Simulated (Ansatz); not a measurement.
**Pressure against volume: CdO**

```cif
data_structure
_symmetry_space_group_name_H-M 'Fm-3m'
_symmetry_Int_Tables_number 225
_cell_length_a 4.7220
_cell_length_b 4.7220
_cell_length_c 4.7220
_cell_angle_alpha 90.000
_cell_angle_beta 90.000
_cell_angle_gamma 90.000
_cell_volume 105.29
loop_
_atom_site_label
_atom_site_type_symbol
_atom_site_symmetry_multiplicity
_atom_site_Wyckoff_symbol
_atom_site_fract_x
_atom_site_fract_y
_atom_site_fract_z
_atom_site_occupancy
Cd1 Cd 4 a 0.00000 0.00000 0.00000 1
O1 O 4 b 0.50000 0.00000 0.00000 1
```

The runs use the primitive cell with vectors (0.000, 2.361, 2.361), (2.361, 0.000, 2.361), (2.361, 2.361, 0.000) Å, to which the k mesh refers.

The cell is the one relaxed in the Materials Project (mp-1132), not relaxed further here; entries there can be hypothetical.

Levels of theory: DFT, PBE, all-electron LAPW, scalar-relativistic (Ansatz 0.2.0); DFT, PBE, PAW with Ansatz's default frozen-core files, scalar-relativistic (Ansatz 0.2.0).

For LAPW: a Γ-centred 13×13×13 k mesh, Fermi–Dirac smearing of 0.05 eV, basis error target 0.25 meV/atom, no spin polarisation. PAW takes a cutoff of 420 eV at this cell. The Ansatz runs share mesh, smearing and spin set-up. Plane-wave (PAW) pressures include the program's estimate of the Pulay term.

The cell above is scaled evenly, with fractional coordinates and shape held.

| V/V(cell) | V (Å³/atom) | P, LAPW (GPa) | P, PAW (GPa) |
| --- | --- | --- | --- |
| 0.9500 | 12.503 | 12.22 | 12.22 |
| 0.9750 | 12.832 | 7.76 | 7.77 |
| 1.0000 | 13.161 | 3.89 | 3.90 |
| 1.0250 | 13.490 | ? | ? |
| 1.0500 | 13.819 | -2.39 | -2.38 |

Fill in the row V/V(cell) = 1.0250.

P, LAPW (GPa) = 0.53, P, PAW (GPa) = 0.54.

What do Birch–Murnaghan fits to the pressures give?

LAPW: V0 = 13.55 Å³/atom, B0 = 126 GPa, B0′ = 4.8; PAW: V0 = 13.55 Å³/atom, B0 = 126 GPa, B0′ = 4.8.

PAW's V0 lies 0.01 % from the all-electron value and its B0 -0.1 %. Symmetry fixes shape and coordinates here, so this is the relaxed modulus.
